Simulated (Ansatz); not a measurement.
Crystal: Pd.

```
Pd
1.0
     0.00000    1.94650    1.94650
     1.94650    0.00000    1.94650
     1.94650    1.94650    0.00000
Pd
1
Direct
  0.00000 0.00000 0.00000
```

```yaml
Program: Ansatz 0.2.0
Task: single point
Functional: PBEsol
Potentials_or_basis: Ansatz PAW
Cutoff: "420 eV (not typed: the program's choice for these potentials)"
k_mesh: 12 × 12 × 12
Occupations: fermi-dirac, width 0.05 eV
Spin: no spin polarisation
```

On this cell: pressure -2.9 GPa; band gap on the k mesh none (metal or under the smearing width).

The same run follows on a disturbed copy (cell strained at random at fixed volume):

```xyz
1
Lattice="-0.0111 1.9552 1.9419 1.9711 0.0063 1.9244 1.9644 1.9311 0.0130" Properties=species:S:1:pos:R:3 pbc="T T T"
Pd   -0.0396    0.0408    0.0136
```

Q: What changes?

A: The energy (extrapolated to zero smearing) moves by +1.8 meV/atom; pressure -2.8 GPa; band gap on the k mesh none (metal or under the smearing width).

Stress tensor (GPa, compression positive):
```
-3.69  0.60  0.19
 0.60 -2.54 -1.34
 0.19 -1.34 -2.21
```

Caveats: the PAW data sets come from PBE, with cores solved anew for the run's functional, which leaves a small shift of forces and pressure.
